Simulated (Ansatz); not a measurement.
# LiCl: the cost of one run

Program: Ansatz 0.2.0 through its Python package. Level of theory: DFT mr2scan, plane waves, PAW. These are calculated values, not measurements.

### Step 1. The structure

LiCl Fm-3m: Symmetry: Fm-3m, No. 225, cubic system. The conventional cell has a = 5.130 Å, b = 5.130 Å, c = 5.130 Å, α = 90.00°, β = 90.00°, γ = 90.00°. Li (site symmetry m-3m) is surrounded by 6 Cl at 2.56 Å. Around Cl (site symmetry m-3m) lie 6 Li at 2.56 Å.

KCl Fm-3m: Symmetry: Fm-3m, No. 225, cubic system. The conventional cell has a = 6.800 Å, b = 6.800 Å, c = 6.800 Å, α = 90.00°, β = 90.00°, γ = 90.00°. K (site symmetry m-3m) is surrounded by 6 Cl at 3.40 Å. Around Cl (site symmetry m-3m) lie 6 K at 3.40 Å.

RbCl Fm-3m: Symmetry: Fm-3m, No. 225, cubic system. Conventional cell: a = 7.180 Å, b = 7.180 Å, c = 7.180 Å, α = 90.00°, β = 90.00°, γ = 90.00°. Rb (site symmetry m-3m) has 6 Cl at 3.59 Å as nearest neighbours. Around Cl (site symmetry m-3m) lie 6 Rb at 3.59 Å.

The script holds or builds the structure itself.

### Step 2. The code

File series_licl.py:

```python
"""A chemical series on the rocksalt structure: relaxed cells and their trends."""

import logging
import sys
import warnings

import ansatz
import numpy as np

logging.basicConfig(stream=sys.stdout, format="%(name)s: %(message)s")
logger = logging.getLogger("ansatz_job")
logger.setLevel(logging.INFO)


def rocksalt(a_site, b_site, a):
    return ansatz.Crystal.rocksalt(a_site, b_site, a=a)


def ground_state(name, crystal, relax=True):
    calc = (
        crystal.calculation()
        .scf(tolerance=1e-05, self_checks="low")
        .basis(37 * ansatz.Ry, density_ratio=8)
        .functional("mr2scan")
        .kpoints(spacing=0.34)
        .occupations("fermi_dirac", width=0.02)
        .stress()
        .band_table()
    )
    if relax:
        calc = calc.relax(force_tolerance=0.03, cell=True)
    return calc.run(threads=1, backend="cpu")

def bulk_modulus(name, outcome, step=0.015):
    # B = -V dP/dV from the pressures of two uniformly scaled cells, atoms held at their fractions
    pressure = []
    for factor in (1 - step, 1.0, 1 + step):
        cell = ansatz.Crystal(lattice=ansatz.Lattice.of(outcome.lattice.cell_ang * factor ** (1 / 3)))
        for site in outcome.report["lattice"]["sites"]:
            cell = cell.atom(site["symbol"], site["position_frac"])
        pressure.append(np.trace(ground_state(name, cell, relax=False).report["stress_gpa"]) / 3)
    slope, bend = (pressure[0] - pressure[2]) / (2 * step), abs(pressure[0] + pressure[2] - 2 * pressure[1])
    # a jump of mesh or basis between the cells shows as a kink: no modulus then
    return float(slope) if bend < 12 * step**2 * abs(slope) + 0.15 and abs(pressure[1]) < 1.5 else float("nan")

def relaxed_twice(name, crystal):
    # the second pass draws mesh and plane waves anew for the relaxed cell
    first = ground_state(name, crystal)
    again = ansatz.Crystal(lattice=ansatz.Lattice.of(first.lattice.cell_ang))
    for site in first.report["lattice"]["sites"]:
        again = again.atom(site["symbol"], site["position_frac"])
    return ground_state(name, again)


def volume_per_atom(outcome):
    return abs(np.linalg.det(outcome.lattice.cell_ang)) / len(outcome.lattice.sites)


def gap_ev(outcome):
    # nan where the run reports no band edges: a metal, overlapping bands, or a gap that is small against the smearing
    edges = outcome.report.get("band_edges_ev")
    return edges[1] - edges[0] if edges else float("nan")


def main() -> None:
    # rough a for each member; the cell is relaxed
    warnings.simplefilter("ignore")

    phases = {}
    phases["LiCl"] = rocksalt("Li", "Cl", 5.13)
    phases["KCl"] = rocksalt("K", "Cl", 6.8)
    phases["RbCl"] = rocksalt("Rb", "Cl", 7.18)

    done = {}
    for name, crystal in phases.items():
        try:
            done[name] = relaxed_twice(name, crystal)
        except ansatz.NonConvergedError as error:
            print(name, "did not converge:", str(error)[:120])

    rows = [(name, (4 * len(o.lattice.sites) * volume_per_atom(o)) ** (1 / 3), volume_per_atom(o), gap_ev(o), bulk_modulus(name, o)) for name, o in done.items()]
    logger.info("  compound       a (A)  V (A^3/atom)  gap on mesh (eV)     B (GPa)")
    for row in rows:
        logger.info(f"{str(row[0]):>10}  {row[1]:10.3f}  {row[2]:12.3f}  {row[3]:16.2f}  {row[4]:10.0f}")


if __name__ == "__main__":
    main()
```

### Step 3. What the engine is handed

The package turns the script's settings into the engine's input (first run):

```yaml
crystal:
  lattice:
    - [0.0, 2.565, 2.565]
    - [2.565, 0.0, 2.565]
    - [2.565, 2.565, 0.0]
  atoms:
    - { symbol: Li, position: [0.0, 0.0, 0.0] }
    - { symbol: Cl, position: [0.5, 0.5, 0.5] }
basis:
  ecutwfc: 503.410645550778
  ecutrho_ratio: 8
kpoints:
  mp_grid:
    kspacing: 0.34
hamiltonian:
  xc: mr2scan
scf:
  self_checks: low
  convergence:
    dr2_threshold: 1.0e-05
  occupations:
    method: fermi_dirac
    width: 0.02
relax:
  f_tol: 0.03
  cell: {}
output:
  stress: true
  eigenvalues: true
```

### Step 4. Running it

Command:

```bash
$ python series_licl.py
```

Q: Estimate wall time and peak memory on 1 thread of Arm Neoverse V2, shared host.

About 94 s, with a peak of 1.1 GiB.
